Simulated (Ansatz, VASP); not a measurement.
One calculation of MgB2 (e600), two programs

Contents of INCAR:

```
SYSTEM = MgB2
PREC = Accurate
ENCUT = 520
EDIFF = 1E-6
ISMEAR = 0
SIGMA = 0.1
LREAL = .FALSE.
LASPH = .TRUE.
NELM = 100
ALGO = Normal
ISIF = 2
LWAVE = .FALSE.
LCHARG = .FALSE.
GGA = PE
NBANDS = 11
```

Contents of KPOINTS:

```
Automatic mesh
0
G
  6 6 6
  0 0 0
```

POSCAR

```
MgB2
1.0
    3.0850000000      0.0000000000      0.0000000000
   -1.5425000000      2.6716883707      0.0000000000
    0.0000000000      0.0000000000      3.5230000000
Mg B
1 2
Direct
    0.0000000000      0.0000000000      0.0000000000
    0.3333333333      0.6666666667      0.5000000000
    0.6666666667      0.3333333333      0.5000000000
```

Input for Ansatz:

```yaml
crystal:
  lattice:
    - [3.085, 0.0, 0.0]
    - [-1.5425, 2.6716883707, 0.0]
    - [0.0, 0.0, 3.523]
  atoms:
    - { symbol: Mg, position: [0.0, 0.0, 0.0] }
    - { symbol: B, position: [0.3333333333, 0.6666666667, 0.5] }
    - { symbol: B, position: [0.6666666667, 0.3333333333, 0.5] }
basis:
  ecutwfc: 600.0
kpoints:
  mp_grid: { grid: [6, 6, 6] }
hamiltonian:
  xc: pbe
scf:
  occupations: { method: gaussian, width: 0.1 }
output:
  forces: true
  stress: true
  eigenvalues: true
```

Alike in both runs: task single point; functional PBE; k mesh 6 × 6 × 6; occupations gaussian, width 0.1 eV; no spin polarisation.

|  | VASP | Ansatz |
| --- | --- | --- |
| version | VASP 6.6.1 | Ansatz 0.2.0 |
| potentials or method | VASP PAW PBE potentials, release 64 (Mg, B) | scalar-relativistic, plane waves, PAW |
| plane-wave cutoff (eV) | 520 | 600 |
| valence electrons in the cell | 8 | 16 |

|  | VASP | Ansatz | Ansatz less VASP |
| --- | --- | --- | --- |
| gap on the k mesh at the Fermi level (eV) | none | none | - |
| pressure (GPa) | -1.2 | -1.0 | +0.22 |
| largest component of the traceless stress (GPa) | 0.76 | 0.61 | -0.148 |

A gap of «none» marks a metal or a gap that the smearing closes. The two sets of potentials don't hold the same shells in valence.

Caveats: the k mesh is coarse (spacing up to 0.39 Å⁻¹), so the values aren't converged.
